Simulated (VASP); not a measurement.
# Be2C (Fm-3m) in VASP: a series of runs

The runs below take Be2C through single point, relaxation of cell and atoms, with r2SCAN.

Program: VASP 6.6.1. These are calculated values, not measurements. Logs are shortened: lines on timing, memory, paths and dates and some standing lists are left out, and cuts for length are marked.

### 1 The structure

It takes space group Fm-3m (No. 225, cubic). Conventional cell: a = 4.321 Å, b = 4.321 Å, c = 4.321 Å, α = 90.00°, β = 90.00°, γ = 90.00°. Be (site symmetry -43m) has 4 C at 1.87 Å as nearest neighbours. C (site symmetry m-3m) is surrounded by 8 Be at 1.87 Å.

The cell is a database's computed one.

### 2 Single point, r2SCAN

POSCAR

```
Be2C
1.0
    0.0000000000      2.1605057933      2.1605057933
    2.1605057933      0.0000000000      2.1605057933
    2.1605057933      2.1605057933      0.0000000000
Be C
2 1
Direct
    0.7500000000      0.7500000000      0.7500000000
    0.2500000000      0.2500000000      0.2500000000
    0.0000000000      0.0000000000      0.0000000000
```

INCAR.step1

```
SYSTEM = Be2C
PREC = Accurate
ENCUT = 520
ISMEAR = 0
SIGMA = 0.02
LREAL = .False.
LASPH = .True.
NELM = 100
NBANDS = 11
GGA = PE
ALGO = Normal
EDIFF = 1E-4
LWAVE = .True.
LCHARG = .False.
```

INCAR.step2

```
SYSTEM = Be2C
PREC = Accurate
ENCUT = 520
EDIFF = 1E-6
ISMEAR = 0
SIGMA = 0.02
LREAL = .False.
LASPH = .True.
NELM = 100
ALGO = Normal
ISIF = 2
LWAVE = .False.
LCHARG = .False.
METAGGA = R2SCAN
LMIXTAU = .True.
NBANDS = 11
ISTART = 1
```

KPOINTS

```
Automatic mesh
0
Gamma
  12 12 12
  0 0 0
```

Potentials or basis: VASP PAW PBE potentials, release 64 (Be, C).

Launch:

```sh
cat potpaw_PBE.64/Be/POTCAR potpaw_PBE.64/C/POTCAR > POTCAR
cp INCAR.step1 INCAR
mpirun -np 1 vasp_std > vasp.out
cp INCAR.step2 INCAR
mpirun -np 1 vasp_std > vasp.out
```

OUTCAR:

```text
SYSTEM = Be2C
   PREC = Accurate
   ENCUT = 520
   EDIFF = 1E-6
   ISMEAR = 0
   LREAL = .False.
   LASPH = .True.
   NELM = 100
   ISIF = 2
   METAGGA = R2SCAN
   ISTART = 1

 ion  position               nearest neighbor table
   1  0.750  0.750  0.750-   3 1.87   3 1.87   3 1.87   3 1.87   2 2.16   2 2.16   2 2.16   2 2.16
                             2 2.16   2 2.16
   2  0.250  0.250  0.250-   3 1.87   3 1.87   3 1.87   3 1.87   1 2.16   1 2.16   1 2.16   1 2.16
                             1 2.16   1 2.16
   3  0.000  0.000  0.000-   1 1.87   1 1.87   1 1.87   2 1.87   2 1.87   2 1.87   2 1.87   1 1.87

  LATTYP: Found a face centered cubic cell.
 ALAT       =     4.3210115866

  Lattice vectors:

 A1 = (   0.0000000000,   2.1605057933,   2.1605057933)
 A2 = (   2.1605057933,   0.0000000000,   2.1605057933)
 A3 = (   2.1605057933,   2.1605057933,   0.0000000000)

Analysis of symmetry for initial positions (statically):
=====================================================================
 Subroutine PRICEL returns:
 Original cell was already a primitive cell.

 Routine SETGRP: Setting up the symmetry group for a
 face centered cubic supercell.

 Subroutine GETGRP returns: Found 48 space group operations
 (whereof 48 operations were pure point group operations)
 out of a pool of 48 trial point group operations.

The static configuration has the point symmetry O_h .

Analysis of symmetry for dynamics (positions and initial velocities):
=====================================================================
 Subroutine PRICEL returns:
 Original cell was already a primitive cell.

 Routine SETGRP: Setting up the symmetry group for a
 face centered cubic supercell.

 Subroutine GETGRP returns: Found 48 space group operations
 (whereof 48 operations were pure point group operations)
 out of a pool of 48 trial point group operations.

The dynamic configuration has the point symmetry O_h .

 Subroutine INISYM returns: Found 48 space group operations
 (whereof 48 operations are pure point group operations),
 and found     1 'primitive' translations

----------------------------------------------------------------------------------------

                                     Primitive cell

  volume of cell :      20.1696

  direct lattice vectors                    reciprocal lattice vectors
     0.000000000  2.160505793  2.160505793    -0.231427290  0.231427290  0.231427290
     2.160505793  0.000000000  2.160505793     0.231427290 -0.231427290  0.231427290
     2.160505793  2.160505793  0.000000000     0.231427290  0.231427290 -0.231427290

  length of vectors
     3.055416594  3.055416594  3.055416594     0.400843824  0.400843824  0.400843824

  position of ions in fractional coordinates (direct lattice)
     0.750000000  0.750000000  0.750000000
     0.250000000  0.250000000  0.250000000
     0.000000000  0.000000000  0.000000000

  ion indices of the primitive-cell ions
   primitive index   ion index
                 1           1
                 2           2
                 3           3

----------------------------------------------------------------------------------------

 KPOINTS: Automatic mesh

Automatic generation of k-mesh.
 Grid dimensions read from file:
 generate k-points for:   12   12   12

 Generating k-lattice:

  Cartesian coordinates                     Fractional coordinates (reciprocal lattice)
    -0.019285607  0.019285607  0.019285607     0.083333333  0.000000000  0.000000000
     0.019285607 -0.019285607  0.019285607     0.000000000  0.083333333  0.000000000
     0.019285607  0.019285607 -0.019285607     0.000000000  0.000000000  0.083333333

  Length of vectors
     0.033403652  0.033403652  0.033403652

  Shift w.r.t. Gamma in fractional coordinates (k-lattice)
     0.000000000  0.000000000  0.000000000

 Subroutine IBZKPT returns following result:
 ===========================================

 Found     72 irreducible k-points:

 Following reciprocal coordinates:
            Coordinates               Weight
  0.000000  0.000000  0.000000      1.000000
  0.083333  0.000000  0.000000      8.000000
  0.166667  0.000000  0.000000      8.000000
  0.250000  0.000000  0.000000      8.000000
  0.333333  0.000000  0.000000      8.000000
  0.416667  0.000000  0.000000      8.000000
[... 16 lines left out ...]
  0.500000  0.166667  0.000000     24.000000
 -0.416667  0.166667  0.000000     24.000000
 [... further k-points ...]
   k-points           NKPTS =     72   k-points in BZ     NKDIM =     72   number of bands    NBANDS=     11
   number of dos      NEDOS =    301   number of ions     NIONS =      3
   total plane-waves  NPLWV =  13824
   dimension x,y,z NGX =    24 NGY =   24 NGZ =   24
   dimension x,y,z NGXF=    48 NGYF=   48 NGZF=   48
   ions per type =               2   1
   NGX,Y,Z   is equivalent  to a cutoff of  13.06, 13.06, 13.06 a.u.
   NGXF,Y,Z  is equivalent  to a cutoff of  26.12, 26.12, 26.12 a.u.
 SYSTEM =  Be2C
   PREC   = accura    normal or accurate (medium, high low for compatibility)
   ISTART =      1    job   : 0-new  1-cont  2-samecut
   ICHARG =      0    charge: 1-file 2-atom 10-const
   ISPIN  =      1    spin polarized calculation?
   LNONCOLLINEAR =      F non collinear calculations
   LSORBIT =      F    spin-orbit coupling
   LASPH  =      T    aspherical Exc in radial PAW
   ENCUT  =  520.0 eV  38.22 Ry    6.18 a.u.   5.68  5.68  5.68*2*pi/ulx,y,z
   NELM   =    100;   NELMIN=  2; NELMDL=  0     # of ELM steps
   EDIFF  = 0.1E-05   stopping-criterion for ELM
   LREAL  =      F    real-space projection
   EDIFFG = 0.1E-04   stopping-criterion for IOM
   NSW    =      0    number of steps for IOM
   IBRION =     -1    ionic relax: 0-MD 1-quasi-New 2-CG
   NFREE  =      0    steps in history (QN), initial steepest desc. (CG)
   ISIF   =      2    stress and relaxation
   ISYM   =      2    0-nonsym 1-usesym 2-fastsym
   POTIM  = 0.5000    time-step for ionic-motion
   TEBEG  =    0.0;   TEEND  =   0.0 temperature during run
   PSTRESS=    0.0 pullay stress
   NELECT =       8.0000    total number of electrons
   NUPDOWN=      -1.0000    fix difference up-down
   EMIN   =  10.00;   EMAX   =-10.00  energy-range for DOS
   EFERMI =   0.00;   METHOD = LEGACY
   ISMEAR =     0;   SIGMA  =   0.02  broadening in eV -4-tet -1-fermi 0-gaus
   EFERMI_NEDOS =   21; number of points for ismear=-14 and -15
   IALGO  =     38    algorithm
   IMIX   =      4    mixing-type and parameters
     AMIX     =   0.40;   BMIX     =  1.00
     AMIX_MAG =   1.60;   BMIX_MAG =  1.00
  volume/ion in A,a.u.               =       6.72        45.37
  Fermi-wavevector in a.u.,A,eV,Ry     =   1.202835  2.273029 19.685073  1.446812
  Thomas-Fermi vector in A             =   2.338605
   LORBIT       =      0    0 simple, 1 ext, 2 COOP (PROOUT), +10 PAW based schemes
   METAGGA = R2SCAN    functional components
   LHFCALC =     F    Hartree Fock is set to
   AEXX    =    0.0000 exact exchange contribution
   IVDW    =     0    specifies the selected vdW correction
   LEPSILON=     F    determine dielectric tensor
   LRPA    =     F    only Hartree local field effects (RPA)
 non-spin polarized calculation
 Gauss-broadening in eV      SIGMA  =   0.02
  energy-cutoff  :      520.00
  volume of cell :       20.17
 maximum number of plane-waves:       560
   NGX = 11   NGY = 11   NGZ = 11

 number of electron       8.0000000 magnetization

 Free energy of the ion-electron system (eV)
  ---------------------------------------------------
  ext. energy  EPLUGINS =         0.00000000
  ---------------------------------------------------
  free energy    TOTEN  =       -19.47093595 eV

  energy without entropy =      -19.47093595  energy(sigma->0) =      -19.47093595

 E-fermi :   7.9580     XC(G=0): -12.0472

 val. band max:        7.7708926220   @ k =   0.0000   0.0000   0.0000
 cond. band min:       9.2962262792   @ k =   0.5000   0.5000   0.0000
 fundamental gap:      1.5253336571
 Fermi energy:         7.9580128399

 k-point     1 :       0.0000    0.0000    0.0000
  band No.  band energies     occupation
      1      -8.2089      2.00000
      2       7.7709      2.00000
      3       7.7709      2.00000
      4       7.7709      2.00000
      5      12.3970      0.00000
      6      12.3970      0.00000
      7      12.3970      0.00000
      8      15.2339      0.00000
      9      22.1968      0.00000
     10      22.1968      0.00000
     11      22.1968      0.00000

 k-point     2 :       0.0833    0.0000    0.0000
  band No.  band energies     occupation
      1      -8.0917      2.00000
      2       6.7598      2.00000
      3       7.5465      2.00000
      4       7.5465      2.00000
      5      12.7329      0.00000
      6      12.7329      0.00000
      7      13.0572      0.00000
      8      15.5236      0.00000
      9      21.1647      0.00000
     10      21.1647      0.00000
     11      22.4574      0.00000

 k-point     3 :       0.1667    0.0000    0.0000
  band No.  band energies     occupation
      1      -7.7438      2.00000
      2       4.7916      2.00000
      3       7.0596      2.00000
      4       7.0596      2.00000
      5      13.4198      0.00000
      6      13.4198      0.00000
      7      13.9410      0.00000
      8      16.3537      0.00000
      9      20.0390      0.00000
     10      20.0390      0.00000
     11      23.2191      0.00000

 k-point     4 :       0.2500    0.0000    0.0000
  band No.  band energies     occupation
      1      -7.1788      2.00000
      2       2.7172      2.00000
      3       6.5633      2.00000
      4       6.5633      2.00000
      5      13.8287      0.00000
      6      13.8287      0.00000
      7      14.5348      0.00000
      8      17.3030      0.00000
      9      19.9329      0.00000
     10      19.9329      0.00000
     11      24.3011      0.00000

 k-point     5 :       0.3333    0.0000    0.0000
  band No.  band energies     occupation
      1      -6.4374      2.00000
      2       0.8189      2.00000
      3       6.1770      2.00000
      4       6.1770      2.00000
      5      13.7118      0.00000
      6      13.7118      0.00000
      7      14.9769      0.00000
      8      18.0179      0.00000
      9      20.9990      0.00000
     10      20.9990      0.00000
     11      25.3149      0.00000
[... 211 lines left out ...]
 k-point    21 :       0.3333    0.1667    0.0000
  band No.  band energies     occupation
      1      -6.5657      2.00000
      2       2.2547      2.00000
      3       4.8097      2.00000
      4       5.4586      2.00000
      5      12.9097      0.00000
      6      14.7578      0.00000
      7      16.1472      0.00000
      8      16.4908      0.00000
      9      20.7947      0.00000
     10      23.7617      0.00000
     11      25.6362      0.00000

 k-point    22 :       0.4167    0.1667    0.0000
  band No.  band energies     occupation
      1      -5.8157      2.00000
      2       0.5837      2.00000
      3       4.6785      2.00000
      4       4.8888      2.00000
      5      12.6860      0.00000
      6      15.8984      0.00000
      7      16.3757      0.00000
      8      16.8875      0.00000
      9      21.4886      0.00000
     10      24.2705      0.00000
     11      26.2447      0.00000

 k-point    23 :       0.5000    0.1667    0.0000
  band No.  band energies     occupation
      1      -5.1282      2.00000
      2      -0.6222      2.00000
      3       4.3538      2.00000
      4       4.7907      2.00000
      5      12.7279      0.00000
      6      15.4852      0.00000
      7      16.9022      0.00000
      8      18.3705      0.00000
      9      21.7730      0.00000
     10      23.7368      0.00000
     11      26.4277      0.00000

 k-point    24 :      -0.4167    0.1667    0.0000
  band No.  band energies     occupation
      1      -4.9926      2.00000
      2      -0.8382      2.00000
      3       3.9678      2.00000
      4       5.1304      2.00000
      5      13.0167      0.00000
      6      15.1678      0.00000
      7      16.8462      0.00000
      8      19.5063      0.00000
      9      21.7923      0.00000
     10      22.1638      0.00000
     11      26.2299      0.00000

 [... further k-points ...]

------------------------ aborting loop because EDIFF is reached ----------------------------------------

  FORCE on cell =-STRESS in cart. coord.  units (eV):
  Direction    XX          YY          ZZ          XY          YZ          ZX
  --------------------------------------------------------------------------------------
  -------------------------------------------------------------------------------------
  Total        0.1255825      0.1255825      0.1255825     -0.0000000     -0.0000000      0.0000000
  in kB        9.9757043      9.9757043      9.9757043     -0.0000000     -0.0000000      0.0000000
  external PRESSURE =       9.9757043 kB  Pullay stress =       0.0000000 kB

 VOLUME and BASIS-vectors are now :
 -----------------------------------------------------------------------------
  energy-cutoff  :      520.00
  volume of cell :       20.17
      direct lattice vectors                 reciprocal lattice vectors
     0.000000000  2.160505793  2.160505793    -0.231427290  0.231427290  0.231427290
     2.160505793  0.000000000  2.160505793     0.231427290 -0.231427290  0.231427290
     2.160505793  2.160505793  0.000000000     0.231427290  0.231427290 -0.231427290

 POSITION                                       TOTAL-FORCE (eV/Angst)
 -----------------------------------------------------------------------------------
      3.24076      3.24076      3.24076         0.000000     -0.000000     -0.000000
      1.08025      1.08025      1.08025        -0.000000      0.000000      0.000000
      0.00000      0.00000      0.00000         0.000000      0.000000     -0.000000
 -----------------------------------------------------------------------------------
    total drift:                               -0.000000     -0.000000     -0.000000

  FREE ENERGIE OF THE ION-ELECTRON SYSTEM (eV)
  ---------------------------------------------------
  free  energy   TOTEN  =       -19.4709359515 eV

  energy  without entropy=      -19.4709359515  energy(sigma->0) =      -19.47093595
```

It took 49 s on 1 thread of Intel Xeon Platinum 8259CL at 2.50GHz (Skylake/Cascade Lake), shared host; peak memory 0.14 GiB.

What came out:

```yaml
Free_energy: -19.4709 eV
Pressure: 1.0 GPa
Band_gap_on_the_k_mesh: 1.53 eV, indirect (least direct gap 4.63 eV)
```

Caveat: the PAW data sets were made with another functional, which shifts forces and pressure a little. A k mesh can miss the band edges.

### 3 Relaxation of cell and atoms, r2SCAN

This run uses another cell than the first one, of 6.74 Å³/atom, 1.002 times its volume.

POSCAR

```
Be2C
1.0
    0.0000000000      2.1622560000      2.1622560000
    2.1622560000      0.0000000000      2.1622560000
    2.1622560000      2.1622560000      0.0000000000
Be C
2 1
Direct
    0.7500000000      0.7500000000      0.7500000000
    0.2500000000      0.2500000000      0.2500000000
    0.0000000000      0.0000000000      0.0000000000
```

INCAR.step1

```
  PREC = Accurate
  ENCUT = 600
  ISMEAR = 0
  SIGMA = 0.02
  LREAL = F
  LASPH = T
  NELM = 100
  GGA = PE
  ALGO = Normal
  EDIFF = 1E-4
  LWAVE = T
  LCHARG = F
```

INCAR.step2

```
  PREC = Accurate
  ENCUT = 600
  EDIFF = 1E-6
  ISMEAR = 0
  SIGMA = 0.02
  LREAL = F
  LASPH = T
  NELM = 100
  ALGO = Normal
  ISIF = 3
  LWAVE = F
  LCHARG = F
  METAGGA = R2SCAN
  LMIXTAU = T
  IBRION = 2
  NSW = 70
  EDIFFG = -0.02
  ISTART = 1
```

KPOINTS

```
Automatic mesh
0
Gamma
  12 12 12
```

Potentials or basis: VASP PAW PBE potentials, release 64 (Be, C).

Launch:

```sh
cat potpaw_PBE.64/Be/POTCAR potpaw_PBE.64/C/POTCAR > POTCAR
cp INCAR.step1 INCAR
mpirun -np 1 vasp_std > vasp.out
cp INCAR.step2 INCAR
mpirun -np 1 vasp_std > vasp.out
```

Run time: 36 s. Hardware: 1 thread of Intel Xeon Platinum 8259CL at 2.50GHz (Skylake/Cascade Lake), shared host; peak memory 0.14 GiB.

Results (log left out):

- Free energy: -19.4736 eV
- Pressure after relaxing: 0.3 GPa
- Band gap on the k mesh: 1.52 eV, indirect (least direct gap 4.62 eV)

Final structure:
```yaml
crystal:
  lattice:
    - [0.00000, 2.16226, 2.16226]
    - [2.16226, 0.00000, 2.16226]
    - [2.16226, 2.16226, 0.00000]
  atoms:
    - { symbol: Be, position: [0.75000, 0.75000, 0.75000] }
    - { symbol: Be, position: [0.25000, 0.25000, 0.25000] }
    - { symbol: C, position: [0.00000, 0.00000, 0.00000] }
```

Levels at points of the mesh, in eV from the valence-band top:
```tsv
k point	band 2	band 3	band 4	band 5	band 6	band 7
(0.00, 0.00, 0.00)	0.00	0.00	0.00	4.62	4.62	4.62
(0.50, 0.00, 0.00)	-9.09	-1.91	-1.91	5.54	5.54	7.59
(0.50, 0.50, 0.00)	-7.14	-4.92	-4.92	1.52	6.19	14.43
```

Caveat: the relaxation stopped at its first step, so nothing moved; the PAW data sets were made with another functional, which shifts forces and pressure a little.
